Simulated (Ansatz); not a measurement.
# MgI2 (model cell, started as fluorite): the cell at rest

Aim: bring MgI2 (model cell, started as fluorite) to small forces and stress, as phonons need.

Method: DFT PBEsol, scalar-relativistic, plane waves, PAW, in Ansatz 0.2.0.

Most raw output is cut from this account.

The structure was built from a prototype and need not be the compound's stable phase.

## 1. Set-up

It takes space group Fm-3m (No. 225, cubic). The conventional cell has a = 6.946 Å, b = 6.946 Å, c = 6.946 Å, α = 90.00°, β = 90.00°, γ = 90.00°. Mg has 8 I at 3.01 Å nearest. I has 4 Mg at 3.01 Å nearest. Farther neighbours and most contacts between anions are not listed.

## 2. A coarse first look

A quick single point on a coarse mesh tells whether the cell has a gap and how far it is from rest, which sets the k mesh and smearing that follow.

Contents of input.yaml:

```yaml
crystal:
  lattice:
    - [0.0, 3.47288, 3.47288]
    - [3.47288, 0.0, 3.47288]
    - [3.47288, 3.47288, 0.0]
  atoms:
    - { symbol: Mg, position: [0.0, 0.0, 0.0] }
    - { symbol: I, position: [0.25, 0.25, 0.25] }
    - { symbol: I, position: [0.75, 0.75, 0.75] }
kpoints:
  mp_grid: { grid: [4, 4, 4] }
hamiltonian:
  xc: pbesol
scf:
  occupations: { method: gaussian, width: 0.1 }
output:
  forces: true
  stress: true
  eigenvalues: true
```

Command:

```sh
$ ansatz run input.yaml --threads 4 --pin off --max-ram 7168MiB --backend cpu --events-out ev --progress --plain --runs-dir out
```

Run time: 1.6 s. Hardware: 4 threads of Intel Xeon Platinum 8488C (Sapphire Rapids), shared host; peak memory 0.4 GiB.

A gap read on the k-mesh alone can miss the band edges.

Numbers from this step:

| Item | Value |
| --- | --- |
| pressure | 9.801 GPa |
| volume per atom | 27.92 Å³ |
| gap on the k-mesh | 0.1436 eV |
| direct gap on mesh | 0.1436 eV |

The coarse mesh shows a gap of 0.14 eV and a pressure of 9.8 GPa.

## 3. Coarse relaxation

The start is far from rest, so a relaxation with loose tolerances brings it close first.

input.yaml: that of step 2 with these lines changed.

```diff
@@ -10,3 +10,3 @@
 kpoints:
-  mp_grid: { grid: [4, 4, 4] }
+  mp_grid: { grid: [6, 6, 6] }
 hamiltonian:
@@ -19 +19,6 @@
   eigenvalues: true
+relax:
+  adjacent_minimum: "off"
+  f_tol: 0.05
+  max_steps: 80
+  cell: { stress_tol: 0.5 }
```

Run time: 1.9 s. Hardware: 4 threads; peak memory 0.46 GiB.

The steps of the relaxation:

```
step  energy less that of the first step (eV)  largest force component (eV/Å)  pressure (GPa)  volume (Å³)
   1                                   0.0000                          0.0000            9.89        83.77
   2                                  -0.4372                          0.0000            1.96        96.63
   3                                  -0.4651                          0.0000            0.49       100.43
  4*                                  -0.4667                          0.0000            0.49       100.43
```

Relaxation steps marked * repeat the geometry before them on a plane-wave basis chosen anew for their cell, so energy and pressure can jump there.

The run keeps the 48 symmetry operations that it works with, so distortions that break them were not tested.

```
conventional cell, symmetrised  before  after   change
                         a (Å)   6.946  7.379   +6.2 %
                         b (Å)   6.946  7.379   +6.2 %
                         c (Å)   6.946  7.379   +6.2 %
              volume (Å³/atom)   27.92  33.48  +19.9 %
```

The relaxed structure:

```
Mg I
1.0
     0.00000    3.68931    3.68931
     3.68931    0.00000    3.68931
     3.68931    3.68931    0.00000
Mg I
1 2
Cartesian
  0.0000 0.0000 0.0000
  1.8447 1.8447 1.8447
  5.5340 5.5340 5.5340
```

This step gave:

* pressure: 0.4937 GPa
* volume per atom: 33.48 Å³
* gap on the k-mesh: 0.6668 eV
* direct gap on mesh: 0.8884 eV

In this step the volume went from 27.92 to 33.48 Å³/atom.

## 4. Bringing the structure to rest

The cell and atoms are relaxed, since residual forces and stress would shift the frequencies.

input.yaml, the sections that differ from step 3:

```yaml
crystal:
  lattice:
    - [0.0, 3.6893110777, 3.6893110777]
    - [3.6893110777, 0.0, 3.6893110777]
    - [3.6893110777, 3.6893110777, 0.0]
  atoms:
    - { symbol: Mg, position: [0.0, 0.0, 0.0] }
    - { symbol: I, position: [0.25, 0.25, 0.25] }
    - { symbol: I, position: [0.75, 0.75, 0.75] }
scf:
  occupations: { method: gaussian, width: 0.02 }
relax:
  adjacent_minimum: "off"
  f_tol: 0.005
  max_steps: 80
  cell: { stress_tol: 0.05 }
# kpoints, hamiltonian, output: as in step 3
```

It took 1.7 s on 4 threads; peak memory 0.47 GiB; 5.4 s of CPU time.

Step by step:

```
step  energy less that of the first step (eV)  largest force component (eV/Å)  pressure (GPa)  volume (Å³)
   1                                   0.0000                          0.0000            0.49       100.43
   2                                  -0.0021                          0.0000            0.02       101.86
  3*                                  -0.0023                          0.0000            0.02       101.86
```

Relaxation steps marked * repeat the geometry before them on a plane-wave basis chosen anew for their cell, so energy and pressure can jump there.

The run keeps the 48 symmetry operations that it works with, so distortions that break them were not tested.

```
conventional cell, symmetrised  before  after  change
                         a (Å)   7.379  7.414  +0.5 %
                         b (Å)   7.379  7.414  +0.5 %
                         c (Å)   7.379  7.414  +0.5 %
              volume (Å³/atom)   33.48  33.95  +1.4 %
```

The relaxed structure:

```cif
data_structure
_symmetry_space_group_name_H-M 'P 1'
_symmetry_Int_Tables_number 1
_cell_length_a 5.2422
_cell_length_b 5.2422
_cell_length_c 5.2422
_cell_angle_alpha 60.000
_cell_angle_beta 60.000
_cell_angle_gamma 60.000
_cell_volume 101.86
loop_
_atom_site_label
_atom_site_type_symbol
_atom_site_fract_x
_atom_site_fract_y
_atom_site_fract_z
_atom_site_occupancy
Mg1 Mg 0.00000 0.00000 0.00000 1
I2 I 0.25000 0.25000 0.25000 1
I3 I 0.75000 0.75000 0.75000 1
```

Numbers from this step:

```yaml
pressure: 0.01843 GPa
gap_on_the_k_mesh: 0.6408 eV
volume_per_atom: 33.95 Å³
direct_gap_on_mesh: 0.9304 eV
```

In this step the volume went from 33.48 to 33.95 Å³/atom.

## 5. Tight relaxation, k-mesh 8×8×8

Phonons need a cell at rest on their own settings, so the relaxation is repeated with tight tolerances on forces and stress on the k mesh and occupations of the first response run.

Contents of input.yaml:

```yaml
crystal:
  lattice:
    - [0.0, 3.7067877336, 3.7067877336]
    - [3.7067877336, 0.0, 3.7067877336]
    - [3.7067877336, 3.7067877336, 0.0]
  atoms:
    - { symbol: Mg, position: [0.0, 0.0, 0.0] }
    - { symbol: I, position: [0.25, 0.25, 0.25] }
    - { symbol: I, position: [0.75, 0.75, 0.75] }
kpoints:
  mp_grid: { grid: [8, 8, 8] }
hamiltonian:
  xc: pbesol
scf:
  occupations: { method: fixed }
output:
  forces: true
  stress: true
  eigenvalues: true
relax:
  adjacent_minimum: "off"
  f_tol: 0.001
  max_steps: 60
  cell: { stress_tol: 0.01 }
```

Wall time 2.4 s (4 threads); peak memory 0.5 GiB; 8.1 s of CPU time.

Little changed from the start: no atom moved by 0.005 Å and no cell edge by 0.1 %.

Numbers from this step:

| Quantity | Value |
| --- | --- |
| pressure | 0.001173 GPa |
| gap on the k-mesh | 0.6401 eV |
| volume per atom | 33.97 Å³ |
| direct gap on mesh | 0.9322 eV |

The forces vanish by symmetry and the pressure is 0.001 GPa, within the tolerances set. The cell now holds 33.97 Å³/atom.

## 6. Relaxing to small forces for the phonons, k-mesh 12×12×12

The k mesh is raised to 12×12×12 since a zone-centre run on the first mesh warned that it was too coarse for the force constants, and the cell is relaxed again on it.

input.yaml, the sections that differ from step 5:

```yaml
crystal:
  lattice:
    - [0.0, 3.7074529804, 3.7074529804]
    - [3.7074529804, 0.0, 3.7074529804]
    - [3.7074529804, 3.7074529804, 0.0]
  atoms:
    - { symbol: Mg, position: [0.0, 0.0, 0.0] }
    - { symbol: I, position: [0.25, 0.25, 0.25] }
    - { symbol: I, position: [0.75, 0.75, 0.75] }
kpoints:
  mp_grid: { grid: [12, 12, 12] }
# hamiltonian, scf, output, relax: as in step 5
```

It took 4.9 s on 4 threads; peak memory 0.56 GiB.

Little changed from the start: no atom moved by 0.005 Å and no cell edge by 0.1 %.

This step gave:

```yaml
pressure: 0.001262 GPa
gap_on_the_k_mesh: 0.6402 eV
direct_gap_on_mesh: 0.9323 eV
```

The forces vanish by symmetry and the pressure is 0.001 GPa, within the tolerances set. The cell now holds 33.97 Å³/atom.

## 7. What came out

* space group after relaxation (within 0.01 Å): Fm-3m
* lattice constant a: 7.415 Å
* lattice constant b: 7.415 Å
* lattice constant c: 7.415 Å
* volume per atom: 34.0 Å³
* gap on the k-mesh: 0.640 eV

In words: The forces vanish by symmetry and the pressure is 0.001 GPa, within the tolerances set. The cell now holds 33.97 Å³/atom. The relaxation keeps the symmetry of its start, so it says nothing on stability against lower symmetry. Spin-orbit coupling is left out, which can matter for the heavy elements here. The starting cell was built on a prototype and not taken from a measurement, so the phase need not exist.

[Logs are printed without paths, hosts, clocks, repeated set-up lines and the standing remarks that a program may print on its own settings, such as how far it seeks lower states.]

[Hosts, paths, dates, database ids (printed as entryN), source tags and the programs' standing remarks are cut or masked in the printed files.]
